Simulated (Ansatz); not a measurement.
# A run on TiCo₃ that went wrong

Someone meant to compute TiCo₃ with r2SCAN, plane waves and PAW in Ansatz and wrote this input.

```yaml
crystal:
  lattice:
    - [3.614, 0.0, 0.0]
    - [0.0, 3.614, 0.0]
    - [0.0, 0.0, 3.614]
  atoms:
    - { symbol: Ti, position: [0.0, 0.0, 0.0], spin: -0.74 }
    - { symbol: Co, position: [0.0, 0.5, 0.5], spin: 1.48 }
    - { symbol: Co, position: [0.5, 0.0, 0.5], spin: 1.48 }
    - { symbol: Co, position: [0.5, 0.5, 0.0], spin: 1.48 }
basis:
  ecutwfc: 90
kpoints:
  mp_grid: { grid: [12, 12, 12] }
hamiltonian:
  xc: r2scan
scf:
  occupations: { method: gaussian, width: 0.1 }
  max_iter: 74
output:
  forces: true
  stress: true
  eigenvalues: true
  populations: true
magnetization:
  spin_polarized: true
```

Command:

```bash
ansatz run input.yaml --threads 1 --pin off --max-ram 2560MiB --backend cpu --events-out ev --progress --plain --runs-dir out
```

The program printed (HF is the Harris–Foulkes energy, dr2 the density residual in eV):

```text
Warning: basis.ecutwfc = 90 eV is below the records' recommended 500 eV, and the density's cutoff is lower with it unless basis.ecutrho_ratio is high enough to keep the records' density cutoff: compare with a run at a higher cutoff
Pseudopotential: Ti, paw, valence charge 12, recommended cutoff 500 eV (meta_gga)
Pseudopotential: Co, paw, valence charge 17, recommended cutoff 500 eV (meta_gga)
Crystal: 4 atoms, lattice volume = 47.202 Å³
Basis set: ecut = 90 eV, 81 PW (Γ), exchange–correlation on 48×48×48 points (64 copies of the dense FFT grid, shifted against one another)
Bands: 41, of which v1, the nominal top of the filled ones, is band 32 counted from 1 (31 counted from 0)
Symmetry: 48 space group operations
Space group: Pm-3m (ITA 221), of the structure as read, at distance tolerance 3.6e-5 Å
k-points: 84 of 1728
PAW frozen core: Ti, regenerated for the run's functional (the file was generated under x = pbe(κ = 0.804, μ = 0.2195), c = pbe(β = 0.0667))
PAW frozen core: Co, regenerated for the run's functional (the file was generated under x = pbe(κ = 0.804, μ = 0.2195), c = pbe(β = 0.0667))
Initial density: superposition of atomic densities
Starting moments: Σ|m| = 5.18 μB on 4 of 4 sites
SCF iter   1: HF=-16925.842481 eV  Δρ=1.51e0 (↑1.51e0 ↓1.23e0) dr2=1.83e3  dr2_τ=2.05e1  dr2_m=9.41e0  M=1.598 μB ∫|m|=2.254 μB
spin=Collinear: Kerker preconditioning applied to the charge; magnetization (m = ρ↑ − ρ↓) channel mixes plain (no charge-response kernel on spin).
SCF iter   2: HF=-16354.770222 eV  Δρ=1.05e0 (↑1.05e0 ↓9.22e-1) dr2=9.89e2  dr2_τ=3.30e1  dr2_m=2.00e0  M=2.194 μB ∫|m|=2.683 μB  κ⁻¹=1.0e0(r=1)
SCF iter   3: HF=-15672.103401 eV  Δρ=1.93e-1 (↑1.12e-1 ↓1.93e-1) dr2=3.41e1  dr2_τ=5.17e-1  dr2_m=1.83e0  M=1.264 μB ∫|m|=1.784 μB  κ⁻¹=2.4e-2(r=2)
SCF iter   4: HF=-15664.401019 eV  Δρ=1.21e-1 (↑1.21e-1 ↓9.71e-2) dr2=7.00e0  dr2_τ=1.89e-1  dr2_m=1.09e0  M=0.850 μB ∫|m|=1.236 μB  κ⁻¹=2.3e-3(r=3)
   ...
SCF iter  19: HF=-15703.991449 eV  Δρ=2.05e-6 (↑1.82e-6 ↓2.05e-6) dr2=3.59e-9  dr2_τ=6.50e-11  dr2_m=2.01e-10  M=-0.000 μB ∫|m|=0.000 μB  κ⁻¹=1.4e-7(r=8)
SCF iter  20: HF=-15703.991449 eV  Δρ=1.02e-6 (↑1.02e-6 ↓6.74e-7) dr2=8.15e-10  dr2_τ=1.90e-11  dr2_m=7.27e-11  M=-0.000 μB ∫|m|=0.000 μB  κ⁻¹=1.3e-8(r=8)
SCF iter  21: F=-15703.991449 eV  HF=-15703.991449 eV  Δρ=6.72e-7 (↑6.72e-7 ↓5.54e-7) dr2=4.18e-10  dr2_τ=1.14e-11  dr2_m=1.75e-11  M=-0.000 μB ∫|m|=0.000 μB
Error: refused after 21 iterations: one_centre_occupation = 2.20e0 (threshold 2.00e0); read on the Co atom at site 2 (counted from 0), in its partial waves of l = 1. The loop had accepted its state. The figure is how many electrons the atom's PAW partial-wave expansion lays in one spin orbital inside its sphere …
```

Problem. Which fault does the input hold?
A. A cutoff far under the potentials' need
B. No spin polarisation on a magnet
C. Two atoms' positions swapped
D. Starting moments far too small
E. A charge on a gapped cell under fixed occupations

Solution. A. The plane waves can't represent the pseudo-wavefunctions. The cure is the recommended cutoff.

The change to the input (which also takes the iteration limit and starting moments of the reference run):

```diff
 crystal:
   atoms:
-    - { symbol: Ti, position: [0.0, 0.0, 0.0], spin: -0.74 }
-    - { symbol: Co, position: [0.0, 0.5, 0.5], spin: 1.48 }
-    - { symbol: Co, position: [0.5, 0.0, 0.5], spin: 1.48 }
-    - { symbol: Co, position: [0.5, 0.5, 0.0], spin: 1.48 }
+    - { symbol: Ti, position: [0.0, 0.0, 0.0], spin: -0.76 }
+    - { symbol: Co, position: [0.0, 0.5, 0.5], spin: 1.46 }
+    - { symbol: Co, position: [0.5, 0.0, 0.5], spin: 1.46 }
+    - { symbol: Co, position: [0.5, 0.5, 0.0], spin: 1.46 }
 basis:
-  ecutwfc: 90
+  ecutwfc: 500
 scf:
-  max_iter: 74
```

Result of the mended run: site moments (μB) Ti -0.68, Co +1.35 (×3), a pressure of -4.27 GPa.

Time of the mended run: 88 s on 1 thread of Oxide Virtual Turin-like Processor (Zen 5), with other jobs on the host, peak memory 0.75 GiB.